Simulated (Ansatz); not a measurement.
HfO$_{2}$ (Fm-3m), two-dimensional strain map

The calculation used DFT PBE, scalar-relativistic, plane waves, PAW in Ansatz. Settings: plane waves to 420 eV, k-mesh 8×8×8 (Γ-centred), Gaussian smearing 0.05 eV. Spin–orbit coupling is left out, which matters for the heavy elements here. No spin polarisation. Energies are free energies at this smearing, counted from the undisturbed cell; pressure is positive in compression.

Reference structure (as given, not relaxed at this level; it stands at -2.5 GPa; this fluorite-type form isn't the usual structure):

```xyz
3
Lattice="0.0000 2.5575 2.5575 2.5575 0.0000 2.5575 2.5575 2.5575 0.0000" Properties=species:S:1:pos:R:3 pbc="T T T"
Hf    0.0000    0.0000    0.0000
O     1.2788    1.2788    1.2788
O     3.8363    3.8363    3.8363
```

The cell is strained by p along both x and y and by q along z, fractional coordinates fixed. Points are written (p, q).

Energy above the undisturbed cell in meV/atom (a dash: not computed):

```
 p \ q  -0.080  -0.040  0.000  0.040  0.080
-0.080   581.3   400.4  306.9  288.1  333.5
-0.040   246.1   114.9   62.2   75.5  145.3
 0.000   120.3    24.5    0.0   34.8  120.1
 0.040   154.6    82.9   76.9  125.3  219.0
 0.080   310.3   254.0  259.2  314.5  411.4
```

Pressure in GPa:

```
 p \ q  -0.080  -0.040  0.000  0.040  0.080
-0.080    97.5    73.5   53.6   37.3   23.8
-0.040    52.7    34.9   20.5    8.7   -0.9
 0.000    21.3     8.1   -2.5  -10.9  -17.6
 0.040    -0.5   -10.4  -18.0  -24.0  -28.6
 0.080   -15.4   -22.7  -28.3  -32.4  -35.5
```

Gap on the k-mesh in eV:

```csv
p \ q,-0.080,-0.040,0.000,0.040,0.080
-0.080,4.24,3.60,2.86,2.09,1.33
-0.040,3.48,4.01,3.50,2.83,2.13
0.000,2.78,3.37,3.72,3.31,2.71
0.040,2.13,2.73,3.19,3.42,3.07
0.080,1.54,2.14,2.61,2.95,3.11
```